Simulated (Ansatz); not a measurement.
A run of Ansatz 0.2.0 is set up as follows.

The input input.yaml:

```yaml
crystal:
  lattice:
    - [3.9998, 0.0, 0.0]
    - [0.0, 3.9998, 0.0]
    - [0.0, 0.0, 4.018]
  atoms:
    - { symbol: Ba, position: [0.0, 0.0, 0.0] }
    - { symbol: Ti, position: [0.5, 0.5, 0.49] }
    - { symbol: O, position: [0.0, 0.5, 0.517] }
    - { symbol: O, position: [0.5, 0.0, 0.517] }
    - { symbol: O, position: [0.5, 0.5, 0.019] }
hamiltonian:
  xc: r2scan
  pseudopotentials: { kind: paw }
kpoints:
  mp_grid: { grid: [7, 7, 7] }
  band_path:
    path:
      - [[0.0, 0.0, 0.0], [0.0, 0.5, 0.0], [0.5, 0.5, 0.0], [0.0, 0.0, 0.0], [0.0, 0.0, 0.5], [0.0, 0.5, 0.5], [0.5, 0.5, 0.5], [0.0, 0.0, 0.5]]
      - [[0.0, 0.5, 0.0], [0.0, 0.5, 0.5]]
      - [[0.5, 0.5, 0.0], [0.5, 0.5, 0.5]]
    npoints: 14
scf:
  occupations: { method: fermi_dirac, width: 0.05 }
  n_extra_bands: 12
output:
  forces: true
  stress: true
  eigenvalues: true
  fatbands: false
```

Potentials or basis: Ansatz PAW.

Run with:

```console
$ ansatz run input.yaml --threads 2 --pin off --max-ram 5632MiB --backend cpu --events-out ev --progress --plain --runs-dir out
```

Q: Predict the band gap on the k mesh.

A: 2.28 eV, indirect (least direct gap 2.44 eV).

Q: Estimate the largest force.

A: 0.392 eV/Å.

Q: Estimate the band gap along the path.

A: 2.19 eV, indirect (least direct gap 2.44 eV).

Stress tensor (GPa, compression positive):
```
-1.07  0.00  0.00
 0.00 -1.07  0.00
 0.00  0.00 -0.21
```

Caveat: the k mesh misses the band edges, so the gap on the mesh is wider than the one along the path; spin-orbit coupling is left out, which moves the levels of the heavy elements; the PAW data sets come from PBE, with cores solved anew for the run's functional, which leaves a small shift of forces and pressure. r2SCAN opens gaps a little over a GGA but as a rule still falls short of measured ones.
